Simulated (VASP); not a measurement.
TiO2:

```
Ti O
1.0
     4.59984    0.00000    0.00000
     0.00000    4.59984    0.00000
     0.00000    0.00000    2.95921
Ti O
2 4
Direct
  0.00000 0.00000 0.50000
  0.50000 0.50000 0.00000
  0.30432 0.30432 0.50000
  0.19568 0.80432 0.00000
  0.80432 0.19568 0.00000
  0.69568 0.69568 0.50000
```

The cell is a database's computed one.

Base run:

| Item | Value |
| --- | --- |
| Program | VASP 6.6.1 |
| Functional | rSCAN |
| Potentials or basis | VASP PAW PBE potentials, release 64 (Ti_sv, O) |
| Cutoff | 520 eV |
| k mesh | 6 × 6 × 9 |
| Occupations | fermi-dirac, width 0.05 eV |
| Spin | no spin polarisation |

Its results: band gap on the k mesh 2.18 eV, direct; pressure -0.2 GPa; largest force 0.014 eV/Å.

Problem. The run is repeated on the same cell with these changes: functional from rSCAN to SCAN; further incar settings from ALGO = Normal; EDIFF = 1e-07 to ALGO = Normal; EDIFF = 1e-07; NBANDS = 33. What comes out?

Solution. Band gap on the k mesh 2.21 eV, direct; pressure -0.7 GPa; largest force 0.043 eV/Å.

Caveats: the PAW data sets were made with another functional, which shifts forces and pressure a little.
